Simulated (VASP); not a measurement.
# LiH: A learned difference between two levels of theory, by structures for the difference

LiH, Fm-3m (no. 225), 32 atoms in the cell. PBE, delta-learned machine-learned force field; PAW potentials Li, H (PBE set).

| Structures for the difference | Force error with the learned difference (meV/Å) | Force error of the base level alone (meV/Å) | Time for a frame with the difference (s) | Time for a frame at the target level (s) | Time (s) |
|---|---|---|---|---|---|
| 8 | 1.5 | 25.1 | 2.2 | 9.8 | 208 |
| 30 | 1.3 | 25.1 | 2.2 | 10.2 | 432 |

## Input of the first row

INCAR.step1:
```
SYSTEM = LiH
  PREC = Normal
  ENCUT = 330
  EDIFF = 1E-6
  ISMEAR = 0
  SIGMA = 0.05
  ALGO = Normal
  LREAL = Auto
  LASPH = .True.
  NELM = 80
  NELMIN = 4
  LWAVE = .False.
  LCHARG = .False.
  GGA = PE
  KPAR = 4
  NCORE = 2
  IBRION = 11
  ISIF = 2
  NSW = 8
  ISYM = 0
```

INCAR.step2, as INCAR.step1 but for:
```
- GGA = PE
+ METAGGA = R2SCAN
+ LMIXTAU = .True.
```

INCAR.step3:
```
SYSTEM = LiH
  ML_LMLFF = .True.
  ML_MODE = select
  ML_ICRITERIA = 0
  ML_CTIFOR = 0.002
  LWAVE = .False.
  LCHARG = .False.
```

INCAR.step4:
```
SYSTEM = LiH
  ML_LMLFF = .True.
  ML_MODE = refit
  LWAVE = .False.
  LCHARG = .False.
```

INCAR.step7:
```
SYSTEM = LiH
  PREC = Normal
  ENCUT = 330
  EDIFF = 1E-6
  ISMEAR = 0
  SIGMA = 0.05
  ALGO = Normal
  LREAL = Auto
  LASPH = .True.
  NELM = 80
  NELMIN = 4
  LWAVE = .False.
  LCHARG = .False.
  GGA = PE
  KPAR = 4
  NCORE = 2
  IBRION = 11
  ISIF = 2
  NSW = 8
  ISYM = 0
  ML_LMLFF = .True.
  ML_MODE = delta
  ML_OUTPUT_MODE = 1
```

KPOINTS.step1:
```
k-points
0
Monkhorst-Pack
  2 2 2
```

KPOINTS.step3:
```
k-points
0
Gamma
  1 1 1
```

POSCAR.fr.step1:
```
  0.944977551695    0.202982417491    0.733499684222
  0.990483698442    0.450759278193    0.503957348072
  0.935585103936    0.715709478461    0.232029991393
  0.213283419481    0.977011958319    0.749543855007
  0.969483286508    0.958081576576    0.975596922121
  0.203454958560    0.188554855982    0.474272096892
  0.208530081330    0.422585947485    0.233823081576
  0.452481767657    0.712391108505    0.734554729428
  0.223277234019    0.727640559508    0.030815108426
  0.432058923412    0.956610850207    0.492262375018
  0.473420981598    0.226778810909    0.244009412346
  0.734874384534    0.490065342355    0.728837943923
  0.445374128267    0.468444665473    0.970234185263
  0.742457384836    0.695843287740    0.476840173075
  0.679325718229    0.921045528990    0.229958617815
  0.697714816729    0.222475147978    0.973498567947
  0.428544360963    0.689571149017    0.214487674610
  0.493799624478    0.994914128447    0.001161151191
  0.417324327851    0.192997897958    0.760267029725
  0.643430449994    0.435476107352    0.147335908366
  0.484055334441    0.485020919665    0.494682497023
  0.715162478456    0.716441682960    0.971558649863
  0.664688898946    0.952928447215    0.719371079359
  0.955733733335    0.220135028471    0.246500381779
  0.712179959260    0.233260988163    0.490033719289
  0.926133992052    0.451379618984    0.971095925704
  0.975995174097    0.733838475075    0.751253103264
  0.230862056251    0.969235414982    0.262901646708
  0.944169344033    0.974514159434    0.490679086100
  0.208476030493    0.208042326394    0.991145198661
  0.189064206929    0.449607019017    0.708963996805
  0.203027157019    0.729784583304    0.503655139280

  0.988314385450    0.228944546255    0.752856136543
  0.962952053259    0.476562245176    0.487129413944
  0.966503800222    0.685770044022    0.234461527158
  0.235594707869    0.992844301186    0.755532984912
  0.932893894790    0.951636891579    0.989594378841
  0.218913147236    0.227389908759    0.508509634848
  0.220533308011    0.480478634737    0.253456085110
  0.442585311865    0.719655044195    0.753043367520
  0.181578087219    0.721272168409    0.995230515885
  0.455683089643    0.961037264592    0.472776119990
  0.438807634687    0.205235784976    0.251263955940
  0.705925565807    0.440469103265    0.736426585896
  0.441395385289    0.450047578101    0.977741867041
  0.713687133731    0.706659593974    0.494967206079
  0.705274831229    0.953380491266    0.212985138538
  0.692991674816    0.202533620988    0.973249677168
  0.473812187562    0.673410914012    0.251978669859
  0.453268821382    0.982382843877    0.987111673499
  0.471127601008    0.224634895629    0.738473511007
  0.669072475503    0.430492243240    0.205088024673
  0.470860244368    0.416190759301    0.477353318513
  0.694361094194    0.717323557040    0.017520789187
  0.693998819087    0.949839310886    0.751018205373
  0.955373149059    0.203107830294    0.234819425522
  0.728341103909    0.220342207839    0.519762747275
  0.953106390925    0.461159318581    0.007166500756
  0.967338465230    0.714884441424    0.715358220602
  0.188761213262    0.931006021223    0.199749419020
  0.001997989213    0.948005869579    0.486014543634
  0.230329352110    0.240152074272    0.993430158568
  0.206710263268    0.483615612843    0.734722162438
  0.227534648610    0.730412830432    0.509757236307

  0.951902678308    0.200944525795    0.759100543726
  0.985920121742    0.502215086336    0.512257445400
  0.960942433479    0.725561306902    0.256312068103
  0.245024053245    0.015893679125    0.810856883986
  0.998386253337    0.989932076526    0.055290327349
  0.239083306079    0.275734873644    0.554371663671
  0.236808275598    0.498867004038    0.276297834193
  0.478511788159    0.768315835583    0.789371273869
  0.231639198125    0.741384871156    0.025903580313
  0.466206808967    0.993575977946    0.514412517978
  0.457010337521    0.234406552358    0.280053072332
  0.720839234980    0.433095233282    0.754759665875
  0.454875264806    0.490198667543    0.021676435914
  0.728515145216    0.730576393291    0.506536841992
  0.715079401548    0.972661107113    0.265653834584
  0.720304883637    0.238649450843    0.004871995954
  0.480671452429    0.716393289568    0.267415089161
  0.453596925360    0.972407201413    0.012917193672
  0.497097767434    0.223421995555    0.799364581858
  0.692602318897    0.446030287435    0.270440734810
  0.465890805236    0.465723617474    0.518016102497
  0.739516927313    0.757055994280    0.038161919565
  0.749226345451    0.006119336490    0.795164456899
  0.970568646903    0.255605224104    0.287838909216
  0.644179989580    0.227149515069    0.499858131193
  0.981878255485    0.488484060207    0.024075280752
  0.989255255984    0.714493548964    0.744336741182
  0.185088098448    0.972736411484    0.283743074436
  0.010835349695    0.014983927996    0.549161411654
  0.214821764773    0.246427309681    0.048430298535
  0.238228375702    0.500611606669    0.790706071778
  0.224655894359    0.778245049900    0.532192913676

  0.980134318760    0.222795944509    0.831972472998
  0.970308953633    0.498114596989    0.661040394527
  0.944550828681    0.689375040698    0.378288579324
  0.206717592517    0.976281172699    0.869184441918
  0.976466758551    0.983946281942    0.079509335916
  0.191741146446    0.198283037833    0.605807078139
  0.194353364868    0.445640002772    0.372357096585
  0.445673436188    0.734783905319    0.841712798635
  0.206728951409    0.744793737071    0.137142537565
  0.438969525369    0.965275769111    0.634875988741
  0.467878695867    0.228195783541    0.361821621718
  0.742768783640    0.496374424615    0.870186146111
  0.449838096863    0.470648094574    0.117951490642
  0.696680623306    0.703469871121    0.624277829493
  0.715603273654    0.967593674826    0.360741216432
  0.735684144146    0.239280170721    0.102547788415
  0.397842981145    0.723953859853    0.352088557293
 [... further structures ...]
```

POSCAR.fr.step2:
```
  0.944977551695    0.202982417491    0.733499684222
  0.990483698442    0.450759278193    0.503957348072
  0.935585103936    0.715709478461    0.232029991393
  0.213283419481    0.977011958319    0.749543855007
  0.969483286508    0.958081576576    0.975596922121
  0.203454958560    0.188554855982    0.474272096892
  0.208530081330    0.422585947485    0.233823081576
  0.452481767657    0.712391108505    0.734554729428
  0.223277234019    0.727640559508    0.030815108426
  0.432058923412    0.956610850207    0.492262375018
  0.473420981598    0.226778810909    0.244009412346
  0.734874384534    0.490065342355    0.728837943923
  0.445374128267    0.468444665473    0.970234185263
  0.742457384836    0.695843287740    0.476840173075
  0.679325718229    0.921045528990    0.229958617815
  0.697714816729    0.222475147978    0.973498567947
  0.428544360963    0.689571149017    0.214487674610
  0.493799624478    0.994914128447    0.001161151191
  0.417324327851    0.192997897958    0.760267029725
  0.643430449994    0.435476107352    0.147335908366
  0.484055334441    0.485020919665    0.494682497023
  0.715162478456    0.716441682960    0.971558649863
  0.664688898946    0.952928447215    0.719371079359
  0.955733733335    0.220135028471    0.246500381779
  0.712179959260    0.233260988163    0.490033719289
  0.926133992052    0.451379618984    0.971095925704
  0.975995174097    0.733838475075    0.751253103264
  0.230862056251    0.969235414982    0.262901646708
  0.944169344033    0.974514159434    0.490679086100
  0.208476030493    0.208042326394    0.991145198661
  0.189064206929    0.449607019017    0.708963996805
  0.203027157019    0.729784583304    0.503655139280

  0.988314385450    0.228944546255    0.752856136543
  0.962952053259    0.476562245176    0.487129413944
  0.966503800222    0.685770044022    0.234461527158
  0.235594707869    0.992844301186    0.755532984912
  0.932893894790    0.951636891579    0.989594378841
  0.218913147236    0.227389908759    0.508509634848
  0.220533308011    0.480478634737    0.253456085110
  0.442585311865    0.719655044195    0.753043367520
  0.181578087219    0.721272168409    0.995230515885
  0.455683089643    0.961037264592    0.472776119990
  0.438807634687    0.205235784976    0.251263955940
  0.705925565807    0.440469103265    0.736426585896
  0.441395385289    0.450047578101    0.977741867041
  0.713687133731    0.706659593974    0.494967206079
  0.705274831229    0.953380491266    0.212985138538
  0.692991674816    0.202533620988    0.973249677168
  0.473812187562    0.673410914012    0.251978669859
  0.453268821382    0.982382843877    0.987111673499
  0.471127601008    0.224634895629    0.738473511007
  0.669072475503    0.430492243240    0.205088024673
  0.470860244368    0.416190759301    0.477353318513
  0.694361094194    0.717323557040    0.017520789187
  0.693998819087    0.949839310886    0.751018205373
  0.955373149059    0.203107830294    0.234819425522
  0.728341103909    0.220342207839    0.519762747275
  0.953106390925    0.461159318581    0.007166500756
  0.967338465230    0.714884441424    0.715358220602
  0.188761213262    0.931006021223    0.199749419020
  0.001997989213    0.948005869579    0.486014543634
  0.230329352110    0.240152074272    0.993430158568
  0.206710263268    0.483615612843    0.734722162438
  0.227534648610    0.730412830432    0.509757236307

  0.951902678308    0.200944525795    0.759100543726
  0.985920121742    0.502215086336    0.512257445400
  0.960942433479    0.725561306902    0.256312068103
  0.245024053245    0.015893679125    0.810856883986
  0.998386253337    0.989932076526    0.055290327349
  0.239083306079    0.275734873644    0.554371663671
  0.236808275598    0.498867004038    0.276297834193
  0.478511788159    0.768315835583    0.789371273869
  0.231639198125    0.741384871156    0.025903580313
  0.466206808967    0.993575977946    0.514412517978
  0.457010337521    0.234406552358    0.280053072332
  0.720839234980    0.433095233282    0.754759665875
  0.454875264806    0.490198667543    0.021676435914
  0.728515145216    0.730576393291    0.506536841992
  0.715079401548    0.972661107113    0.265653834584
  0.720304883637    0.238649450843    0.004871995954
  0.480671452429    0.716393289568    0.267415089161
  0.453596925360    0.972407201413    0.012917193672
  0.497097767434    0.223421995555    0.799364581858
  0.692602318897    0.446030287435    0.270440734810
  0.465890805236    0.465723617474    0.518016102497
  0.739516927313    0.757055994280    0.038161919565
  0.749226345451    0.006119336490    0.795164456899
  0.970568646903    0.255605224104    0.287838909216
  0.644179989580    0.227149515069    0.499858131193
  0.981878255485    0.488484060207    0.024075280752
  0.989255255984    0.714493548964    0.744336741182
  0.185088098448    0.972736411484    0.283743074436
  0.010835349695    0.014983927996    0.549161411654
  0.214821764773    0.246427309681    0.048430298535
  0.238228375702    0.500611606669    0.790706071778
  0.224655894359    0.778245049900    0.532192913676

  0.980134318760    0.222795944509    0.831972472998
  0.970308953633    0.498114596989    0.661040394527
  0.944550828681    0.689375040698    0.378288579324
  0.206717592517    0.976281172699    0.869184441918
  0.976466758551    0.983946281942    0.079509335916
  0.191741146446    0.198283037833    0.605807078139
  0.194353364868    0.445640002772    0.372357096585
  0.445673436188    0.734783905319    0.841712798635
  0.206728951409    0.744793737071    0.137142537565
  0.438969525369    0.965275769111    0.634875988741
  0.467878695867    0.228195783541    0.361821621718
  0.742768783640    0.496374424615    0.870186146111
  0.449838096863    0.470648094574    0.117951490642
  0.696680623306    0.703469871121    0.624277829493
  0.715603273654    0.967593674826    0.360741216432
  0.735684144146    0.239280170721    0.102547788415
  0.397842981145    0.723953859853    0.352088557293
 [... further structures ...]
```

6 further input files aren't shown.

Commands (each step's output is kept before the next begins):
```
cat potpaw_PBE.64/Li/POTCAR potpaw_PBE.64/H/POTCAR > POTCAR
# POSCAR.fr: 7 further structures after the one in POSCAR, taken evenly from ML_AB
cp INCAR.step1 INCAR
cp KPOINTS.step1 KPOINTS
cp POSCAR.step1 POSCAR
mpirun -np 8 vasp_std < POSCAR.fr > vasp.out
# POSCAR.fr: 7 further structures after the one in POSCAR, taken evenly from ML_AB
cp INCAR.step2 INCAR
mpirun -np 8 vasp_std < POSCAR.fr > vasp.out
# ML_AB written from the two interactive runs: energies, forces and stresses of the target level less those of the base level
cp INCAR.step3 INCAR
cp KPOINTS.step3 KPOINTS
cp POSCAR.step3 POSCAR
mpirun -np 8 vasp_gam > vasp.out
cp ML_ABN ML_AB
cp INCAR.step4 INCAR
mpirun -np 8 vasp_gam > vasp.out
# POSCAR.test: 7 further structures after the one in POSCAR, taken evenly from XDATCAR of a force-field run
cp INCAR.step1 INCAR
cp KPOINTS.step1 KPOINTS
cp POSCAR.step5 POSCAR
mpirun -np 8 vasp_std < POSCAR.test > vasp.out
# POSCAR.test: 7 further structures after the one in POSCAR, taken evenly from XDATCAR of a force-field run
cp INCAR.step2 INCAR
mpirun -np 8 vasp_std < POSCAR.test > vasp.out
cp ML_FFN ML_FF
# POSCAR.test: 7 further structures after the one in POSCAR, taken evenly from XDATCAR of a force-field run
cp INCAR.step7 INCAR
mpirun -np 8 vasp_std < POSCAR.test > vasp.out
```

Changes of the last row against the first:
```
- NSW = 8
+ NSW = 30
```

VASP 6.6.1 took 208 s on 8 cores (Intel Xeon 6975P-C (Granite Rapids)), a shared host.
